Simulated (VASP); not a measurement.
# Pb (P6_3/mmc) in VASP: further runs

One crystal, Pb, is run at these levels: PBEsol; tasks: single point.

All numbers are computed with VASP 6.6.1; they aren't measurements. Logs are shortened: lines on timing, memory, paths and dates and some standing lists are left out, and cuts for length are marked.

### 1 The crystal as given

Symmetry: P6_3/mmc, No. 194, hexagonal system. Conventional cell: a = 3.480 Å, b = 3.480 Å, c = 5.590 Å, α = 90.00°, β = 90.00°, γ = 120.00°. Pb (site symmetry -6m2) has 12 Pb at 3.44 to 3.48 Å as nearest neighbours.

This isn't the form of Pb at room conditions, which is fcc.

### 2 Single point, PBEsol

Input file INCAR:

```
PREC = Accurate
ENCUT = 450
EDIFF = 1E-6
ISMEAR = -1
SIGMA = 0.2
LREAL = False
LASPH = True
NELM = 100
ALGO = Normal
ISIF = 2
LWAVE = False
LCHARG = False
GGA = PS
ADDGRID = False
```

Input file KPOINTS:

```
regular mesh
0
Gamma
  16 16 9
```

Input file POSCAR:

```
Pb
1.0
    3.4800000000      0.0000000000      0.0000000000
   -1.7400000000      3.0137684052      0.0000000000
    0.0000000000      0.0000000000      5.5900000000
Pb
2
Direct
    0.6666666667      0.3333333333      0.7500000000
    0.3333333333      0.6666666667      0.2500000000
```

Potentials or basis: VASP PAW PBE potentials, release 64 (Pb_d).

Command:

```sh
cat potpaw_PBE.64/Pb_d/POTCAR > POTCAR
mpirun -np 1 vasp_std > vasp.out
```

OUTCAR:

```text
PREC = Accurate
   ENCUT = 450
   EDIFF = 1E-6
   ISMEAR = -1
   LREAL = False
   LASPH = True
   NELM = 100
   ISIF = 2
   GGA = PS

 Found    150 irreducible k-points:

 Following reciprocal coordinates:
            Coordinates               Weight
  0.000000  0.000000  0.000000      1.000000
  0.062500  0.000000  0.000000      6.000000
  0.125000  0.000000  0.000000      6.000000
  0.187500  0.000000  0.000000      6.000000
  0.250000  0.000000  0.000000      6.000000
  0.312500 -0.000000  0.000000      6.000000
   k-points           NKPTS =    150   k-points in BZ     NKDIM =    150   number of bands    NBANDS=     18
   number of dos      NEDOS =    301   number of ions     NIONS =      2
   total plane-waves  NPLWV =  23040
   dimension x,y,z NGX =    24 NGY =   24 NGZ =   40
   dimension x,y,z NGXF=    48 NGYF=   48 NGZF=   80
   ions per type =               2
   NGX,Y,Z   is equivalent  to a cutoff of  11.47, 11.47, 11.90 a.u.
   NGXF,Y,Z  is equivalent  to a cutoff of  22.93, 22.93, 23.79 a.u.
 SYSTEM =  unknown system
   PREC   = accura    normal or accurate (medium, high low for compatibility)
   ISTART =      0    job   : 0-new  1-cont  2-samecut
   ICHARG =      2    charge: 1-file 2-atom 10-const
   ISPIN  =      1    spin polarized calculation?
   LNONCOLLINEAR =      F non collinear calculations
   LSORBIT =      F    spin-orbit coupling
   LASPH  =      T    aspherical Exc in radial PAW
   ENCUT  =  450.0 eV  33.07 Ry    5.75 a.u.   6.02  6.02  9.67*2*pi/ulx,y,z
   NELM   =    100;   NELMIN=  2; NELMDL= -5     # of ELM steps
   EDIFF  = 0.1E-05   stopping-criterion for ELM
   LREAL  =      F    real-space projection
   EDIFFG = 0.1E-04   stopping-criterion for IOM
   NSW    =      0    number of steps for IOM
   IBRION =     -1    ionic relax: 0-MD 1-quasi-New 2-CG
   NFREE  =      0    steps in history (QN), initial steepest desc. (CG)
   ISIF   =      2    stress and relaxation
   ISYM   =      2    0-nonsym 1-usesym 2-fastsym
   POTIM  = 0.5000    time-step for ionic-motion
   TEBEG  =    0.0;   TEEND  =   0.0 temperature during run
   PSTRESS=    0.0 pullay stress
   NELECT =      28.0000    total number of electrons
   NUPDOWN=      -1.0000    fix difference up-down
   EMIN   =  10.00;   EMAX   =-10.00  energy-range for DOS
   EFERMI =   0.00;   METHOD = LEGACY
   ISMEAR =    -1;   SIGMA  =   0.20  broadening in eV -4-tet -1-fermi 0-gaus
   EFERMI_NEDOS =   21; number of points for ismear=-14 and -15
   IALGO  =     38    algorithm
   IMIX   =      4    mixing-type and parameters
     AMIX     =   0.40;   BMIX     =  1.00
     AMIX_MAG =   1.60;   BMIX_MAG =  1.00
  volume/ion in A,a.u.               =      29.31       197.82
  Fermi-wavevector in a.u.,A,eV,Ry     =   1.279658  2.418203 22.279870  1.637524
  Thomas-Fermi vector in A             =   2.412131
   LORBIT       =      0    0 simple, 1 ext, 2 COOP (PROOUT), +10 PAW based schemes
   GGA     = PS    functional components
   LHFCALC =     F    Hartree Fock is set to
   AEXX    =    0.0000 exact exchange contribution
   IVDW    =     0    specifies the selected vdW correction
   LEPSILON=     F    determine dielectric tensor
   LRPA    =     F    only Hartree local field effects (RPA)
 non-spin polarized calculation
  energy-cutoff  :      450.00
  volume of cell :       58.63
 maximum number of plane-waves:      1292
   NGX = 13   NGY = 13   NGZ = 19

 number of electron      28.0000001 magnetization

 Free energy of the ion-electron system (eV)
  ---------------------------------------------------
  ext. energy  EPLUGINS =         0.00000000
  ---------------------------------------------------
  free energy    TOTEN  =        -8.03452672 eV

  energy without entropy =       -7.89123416  energy(sigma->0) =       -7.96288044

 E-fermi :   7.4543     XC(G=0): -10.5066

 val. band max:        7.4366609722   @ k =   0.1875   0.1250   0.1111
 cond. band min:       7.4827577354   @ k =   0.3750   0.0000   0.2222
 fundamental gap:      0.0460967632
 Fermi energy:         7.4542957569

 k-point     1 :       0.0000    0.0000    0.0000
  band No.  band energies     occupation
      1      -9.5750      2.00000
      2      -9.5251      2.00000
      3      -9.5084      2.00000
      4      -9.5084      2.00000
      5      -9.4832      2.00000
      6      -9.4832      2.00000
      7      -9.4435      2.00000
      8      -9.4435      2.00000
      9      -9.2447      2.00000
     10      -9.2447      2.00000
     11      -4.5232      2.00000
     12      -0.5398      2.00000
     13       3.1362      2.00000
     14      13.0391      0.00000
     15      13.0391      0.00000
     16      14.9481      0.00000
     17      14.9481      0.00000
     18      15.6171      0.00000

 k-point     2 :       0.0625    0.0000    0.0000
  band No.  band energies     occupation
      1      -9.5713      2.00000
      2      -9.5324      2.00000
      3      -9.4985      2.00000
      4      -9.4973      2.00000
      5      -9.4814      2.00000
      6      -9.4737      2.00000
      7      -9.4483      2.00000
      8      -9.4476      2.00000
      9      -9.2519      2.00000
     10      -9.2431      2.00000
     11      -4.4548      2.00000
     12      -0.4895      2.00000
     13       3.2178      2.00000
     14      12.1705      0.00000
     15      12.7218      0.00000
     16      14.3373      0.00000
     17      15.0914      0.00000
     18      15.5375      0.00000

 k-point     3 :       0.1250    0.0000    0.0000
  band No.  band energies     occupation
      1      -9.5748      2.00000
      2      -9.5319      2.00000
      3      -9.4856      2.00000
      4      -9.4703      2.00000
      5      -9.4641      2.00000
      6      -9.4622      2.00000
      7      -9.4588      2.00000
      8      -9.4463      2.00000
      9      -9.2719      2.00000
     10      -9.2390      2.00000
     11      -4.2492      2.00000
     12      -0.3402      2.00000
     13       3.4599      2.00000
     14      10.5483      0.00000
     15      12.0653      0.00000
     16      13.1946      0.00000
     17      15.1645      0.00000
     18      15.1722      0.00000

 k-point     4 :       0.1875    0.0000    0.0000
  band No.  band energies     occupation
      1      -9.5974      2.00000
      2      -9.5156      2.00000
      3      -9.4845      2.00000
      4      -9.4816      2.00000
      5      -9.4746      2.00000
      6      -9.4279      2.00000
      7      -9.4240      2.00000
      8      -9.4048      2.00000
      9      -9.2996      2.00000
     10      -9.2337      2.00000
     11      -3.9064      2.00000
     12      -0.0987      2.00000
     13       3.8550      2.00000
     14       8.8479      0.00188
     15      11.3576      0.00000
     16      11.8250      0.00000
     17      14.3336      0.00000
     18      14.9137      0.00000

 k-point     5 :       0.2500    0.0000    0.0000
  band No.  band energies     occupation
      1      -9.6258      2.00000
      2      -9.5130      2.00000
      3      -9.5129      2.00000
      4      -9.4921      2.00000
      5      -9.4617      2.00000
      6      -9.3777      2.00000
      7      -9.3758      2.00000
      8      -9.3548      2.00000
      9      -9.3292      2.00000
     10      -9.2285      2.00000
     11      -3.4288      2.00000
     12       0.2136      2.00000
     13       4.3904      2.00000
     14       7.2519      1.46676
     15      10.3516      0.00000
     16      10.7081      0.00000
     17      13.1741      0.00000
     18      14.4515      0.00000

 k-point     6 :       0.3125   -0.0000    0.0000
  band No.  band energies     occupation
      1      -9.6534      2.00000
      2      -9.5438      2.00000
      3      -9.5214      2.00000
      4      -9.5087      2.00000
      5      -9.4334      2.00000
      6      -9.3555      2.00000
      7      -9.3276      2.00000
      8      -9.3274      2.00000
      9      -9.3038      2.00000
     10      -9.2243      2.00000
     11      -2.8254      2.00000
     12       0.5365      2.00000
     13       5.0471      1.99999
     14       5.8765      1.99925
     15       8.9046      0.00142
     16      10.1662      0.00000
     17      11.9318      0.00000
     18      13.9756      0.00000

 [... further k-points ...]

------------------------ aborting loop because EDIFF is reached ----------------------------------------

  FORCE on cell =-STRESS in cart. coord.  units (eV):
  Direction    XX          YY          ZZ          XY          YZ          ZX
  --------------------------------------------------------------------------------------
  -------------------------------------------------------------------------------------
  Total        0.2704538      0.2704538      0.6757453     -0.0000000      0.0000000      0.0000000
  in kB        7.3909913      7.3909913     18.4668454     -0.0000000      0.0000000      0.0000000
  external PRESSURE =      11.0829427 kB  Pullay stress =       0.0000000 kB

 VOLUME and BASIS-vectors are now :
 -----------------------------------------------------------------------------
  energy-cutoff  :      450.00
  volume of cell :       58.63
      direct lattice vectors                 reciprocal lattice vectors
     3.480000000  0.000000000  0.000000000     0.287356322  0.165905250  0.000000000
    -1.740000000  3.013768405  0.000000000     0.000000000  0.331810500  0.000000000
     0.000000000  0.000000000  5.590000000     0.000000000  0.000000000  0.178890877

 POSITION                                       TOTAL-FORCE (eV/Angst)
 -----------------------------------------------------------------------------------
      1.74000      1.00459      4.19250         0.000000      0.000000      0.000000
     -0.00000      2.00918      1.39750        -0.000000     -0.000000      0.000000
 -----------------------------------------------------------------------------------
    total drift:                               -0.000000      0.000000      0.000000

  FREE ENERGIE OF THE ION-ELECTRON SYSTEM (eV)
  ---------------------------------------------------
  free  energy   TOTEN  =        -8.0345267167 eV

  energy  without entropy=       -7.8912341650  energy(sigma->0) =       -7.96288044
```

It took 23 s on 1 thread of Intel Xeon 6975P-C (Granite Rapids), shared host; peak memory 0.23 GiB.

These settings aren't checked as converged: the numbers below hold their error.

Results:

- Free energy: -8.0345 eV
- Pressure: 1.1 GPa
- Band gap on the k mesh: none (metal or under the smearing width)

Caveat: the PAW data sets were made with another functional, which shifts forces and pressure a little.

### 3 Single point, PBEsol

INCAR is that of step 2.

KPOINTS is that of step 2.

Input file POSCAR:

```
Pb
1.0
    3.4800000000      0.0000000000      0.0000000000
   -1.7400000000      3.0137684052      0.0000000000
    0.0000000000      0.0000000000      5.5900000000
Pb
2
Direct
    0.6916670000      0.3496840000      0.7502860000
    0.3559200000      0.6835750000      0.2530120000
```

Potentials or basis: VASP PAW PBE potentials, release 64 (Pb_d).

Command:

```sh
cat potpaw_PBE.64/Pb_d/POTCAR > POTCAR
mpirun -np 1 vasp_std > vasp.out
```

Wall time 2.7 min (1 thread of Intel Xeon 6975P-C (Granite Rapids), shared host); peak memory 0.81 GiB.

These settings aren't checked as converged: the numbers below hold their error.

What came out:

```
Free energy            : -8.0342 eV
Pressure               : 1.1 GPa
Largest force          : 0.038 eV/Å
Band gap on the k mesh : none (metal or under the smearing width)
```

Caveat: the PAW data sets were made with another functional, which shifts forces and pressure a little.

### 4 Single point, PBEsol

INCAR, as its differences from that of step 3:

```diff
@@ -1,3 +1,3 @@
 PREC = Accurate
-ENCUT = 450
+ENCUT = 350
 EDIFF = 1E-6
```

Input file KPOINTS:

```
regular mesh
0
Gamma
  19 19 10
```

Input file POSCAR:

```
Pb
1.0
    3.4800000000      0.0000000000      0.0000000000
   -1.7400000000      3.0137684052      0.0000000000
    0.0000000000      0.0000000000      5.5900000000
Pb
2
Direct
    0.6666666667      0.3333333333      0.7500000000
    0.3333333333      0.6666666667      0.2500000000
```

Command:

```sh
cat potpaw_PBE.64/Pb_d/POTCAR > POTCAR
mpirun -np 1 vasp_std > vasp.out
```

Run time: 30 s. Hardware: 1 thread of Intel Xeon 6975P-C (Granite Rapids), shared host; peak memory 0.24 GiB.

The run converged, but some of its settings lie outside the range that counts as converged, so its numbers aren't taken as properties of the crystal.

Results:

| Property | Result |
| --- | --- |
| Free energy | -8.0342 eV |
| Pressure | 0.6 GPa |
| Band gap on the k mesh | none (metal or under the smearing width) |

Caveat: the PAW data sets were made with another functional, which shifts forces and pressure a little.

### 5 Single point, PBEsol

INCAR is that of step 4.

KPOINTS is that of step 4.

Input file POSCAR:

```
Pb
1.0
    3.4800000000      0.0000000000      0.0000000000
   -1.7400000000      3.0137684052      0.0000000000
    0.0000000000      0.0000000000      5.5900000000
Pb
2
Direct
    0.6916670000      0.3496840000      0.7502860000
    0.3559200000      0.6835750000      0.2530120000
```

Command:

```sh
cat potpaw_PBE.64/Pb_d/POTCAR > POTCAR
mpirun -np 1 vasp_std > vasp.out
```

Run time: 3.7 min. Hardware: 1 thread of Intel Xeon 6975P-C (Granite Rapids), shared host; peak memory 0.87 GiB.

These settings aren't checked as converged: the numbers below hold their error.

Results:

| Property | Result |
| --- | --- |
| Free energy | -8.0339 eV |
| Pressure | 0.6 GPa |
| Largest force | 0.038 eV/Å |
| Band gap on the k mesh | none (metal or under the smearing width) |

Caveat: the PAW data sets were made with another functional, which shifts forces and pressure a little.
